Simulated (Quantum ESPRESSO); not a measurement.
**GaAs under changes of volume**

One of the cells (22.590 Å³/atom); the others are scaled copies at fixed shape and fractional positions:

```
CELL_PARAMETERS angstrom
0.00000 2.82685 2.82685
2.82685 0.00000 2.82685
2.82685 2.82685 0.00000
ATOMIC_POSITIONS crystal
As 0.75000 0.75000 0.75000
Ga 0.00000 0.00000 0.00000
```

```yaml
Program: Quantum ESPRESSO 7.5
Functional: r2SCAN
Potentials_or_basis: SG15 PBE 1.2
Cutoff: 1197 eV
Density_cutoff: 4789 eV
k_mesh: 6 × 6 × 6
Occupations: fermi-dirac, width 0.05 eV
Spin: no spin polarisation
```

| volume (Å³/atom) | energy over the lowest point (meV/atom) | pressure (GPa) | gap on the mesh (eV) |
| --- | --- | --- | --- |
| 21.234 | 23.78 | 5.6 | 1.10 |
| 21.686 | 10.74 | 3.6 | 0.93 |
| 22.138 | 2.97 | 1.9 | 0.76 |
| 22.590 | 0.00 | 0.3 | 0.59 |
| 23.041 | 1.35 | -1.2 | 0.44 |
| 23.493 | ? | ? | ? |
| 23.945 | 15.26 | -3.6 | 0.14 |

What does the run at 23.493 Å³/atom give?

Energy over the lowest point 6.59 meV/atom; pressure -2.5 GPa; gap on the mesh 0.28 eV.

Worked out: A Birch-Murnaghan fit of order 3 (a polynomial in V^(-2/3)) to the other rows has its minimum at 22.67 Å³/atom with B0 = V·E''(V) = 75 GPa and B' = 4.2. It gives 6.55 meV/atom at 23.493 Å³/atom, against the run's 6.59, and -dE/dV = -2.5 GPa, against -2.5. A straight line through the other rows of the gap, of slope -8.01 eV per unit of ln V (its deformation potential), gives 0.29 eV, against the run's 0.28.

Energies are extrapolated to zero smearing.

Caveats: the potentials were made for another functional, which shifts forces and pressure.

Spin-orbit coupling on As, Ga is left out.
